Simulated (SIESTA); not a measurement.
Crystal: TiO2 (Anatase).

```
CELL_PARAMETERS angstrom
-1.89210 1.89210 4.75730
1.89210 -1.89210 4.75730
1.89210 1.89210 -4.75730
ATOMIC_POSITIONS crystal
Ti 0.75000 0.25000 0.50000
Ti 0.00000 0.00000 0.00000
O 0.79190 0.79190 0.00000
O 0.54190 0.04190 0.50000
O 0.95810 0.45810 0.50000
O 0.20810 0.20810 0.00000
```

Program: SIESTA 5.4.2. Alike in all runs: task band structure; no spin polarisation; cell as given; k mesh 7 × 7 × 7; smearing fermi-dirac 0.05 eV; grid cutoff 800 Ry; energy shift 0.002 Ry.

Q: Order these runs on this cell by their pressure, lowest first.
A. level PW91; potentials or basis PseudoDojo 0.4 standard (PBE files), DZP (energy shift 0.002 Ry)
B. level PBEGcGxHEG; potentials or basis PseudoDojo 0.4 standard (PBE files), DZP (energy shift 0.002 Ry)
C. level LDA; potentials or basis PseudoDojo 0.4 standard (LDA files), DZP (energy shift 0.002 Ry)
D. level BLYP; potentials or basis PseudoDojo 0.4 standard (PBE files), DZP (energy shift 0.002 Ry)
E. level vdW-DF-cx; potentials or basis PseudoDojo 0.4 standard (PBE files), DZP (energy shift 0.002 Ry)

A: C (-3.2 GPa), B (0.2 GPa), E (3.5 GPa), A (7.7 GPa), D (14.1 GPa).

Caveats: semicore shells carry a single zeta, which can move pressures by several GPa and volumes by a few percent; the basis of atomic orbitals isn't converged, which shifts pressures, moduli and gaps; the potentials were made for another functional, which shifts forces and pressure (some runs).

Not every run made on this cell is shown here.
